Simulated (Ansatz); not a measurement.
The cell is NaF built on the rocksalt prototype; cell and atoms were relaxed with r2SCAN. The symmetry is Fm-3m (No. 225, cubic); a = 4.594 Å in the conventional setting, 12.12 Å³ an atom. Around Na lie 6 F at 2.30 Å; around F lie 6 Na at 2.30 Å.

```
Na F
1.0
     0.00000    2.29725    2.29725
     2.29725    0.00000    2.29725
     2.29725    2.29725    0.00000
Na F
1 1
Direct
  0.00000 0.00000 0.00000
  0.50000 0.50000 0.50000
```

4 runs of the PAW code Ansatz on this cell differ in the functional (and in the settings that go with it). Levels are in eV from each run's valence top; v1 is the last filled band, c1 the first empty one.

Run A, mean stress +1.4 GPa (compression positive):

| point | v2 | v1 | c1 | c2 |
| --- | --- | --- | --- | --- |
| Γ | 0.00 | 0.00 | 9.40 | 22.29 |
| X | -0.45 | -0.45 | 16.33 | 16.53 |
| U | -0.90 | -0.41 | 16.02 | 16.56 |

Run B, mean stress +3.6 GPa (compression positive):

| point | v2 | v1 | c1 | c2 |
| --- | --- | --- | --- | --- |
| Γ | 0.00 | 0.00 | 6.46 | 19.17 |
| X | -0.42 | -0.42 | 13.37 | 13.41 |
| U | -0.86 | -0.38 | 12.99 | 13.43 |

Run C, mean stress +1.5 GPa (compression positive):

| point | v2 | v1 | c1 | c2 |
| --- | --- | --- | --- | --- |
| Γ | 0.00 | 0.00 | 8.63 | 21.50 |
| X | -0.44 | -0.44 | 15.56 | 15.75 |
| U | -0.89 | -0.41 | 15.25 | 15.77 |

Run D, mean stress 0.0 GPa (compression positive):

| point | v2 | v1 | c1 | c2 |
| --- | --- | --- | --- | --- |
| Γ | 0.00 | 0.00 | 7.28 | 20.26 |
| X | -0.42 | -0.42 | 14.19 | 14.28 |
| U | -0.85 | -0.38 | 13.84 | 14.32 |

**Question.** Match the runs to PBE, r2SCAN, HSE06, PBE0.

**Answer.** A is PBE0, B is PBE, C is HSE06, D is r2SCAN. In order of the gap: PBE 6.46, r2SCAN 7.28, HSE06 8.63, PBE0 9.40 eV. The stress vanishes for r2SCAN, which relaxed the cell.

No spin polarisation and no zero-point or thermal motion.

The stress of a hybrid is loosely converged in these runs.

The meshes of the hybrids are coarse, so their gaps aren't converged to the digits shown.
